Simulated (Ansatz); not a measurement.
Start from Ti₃SiC₂ (space group P6_3/mmc, No. 194; a = 3.067 Å, c = 17.676 Å).

Level of theory: r2SCAN in Ansatz (plane waves to 500 eV, PAW, spin-orbit coupling left out).

It is then changed as follows: every lattice vector is shortened by 1.17 %, atoms relaxed at fixed cell.

Q: Predict the new energy relative to the base.

A: The energy goes up by 9.3 meV/atom.

Q: How does this affect the largest internal atomic displacement?

A: The largest internal atomic displacement comes out as 0.016 Å.

The cells carry an imposed strain or load. Whether these cells are dynamically stable was not tested. The final runs are not spin-polarised.

Ansatz is a first-principles code.
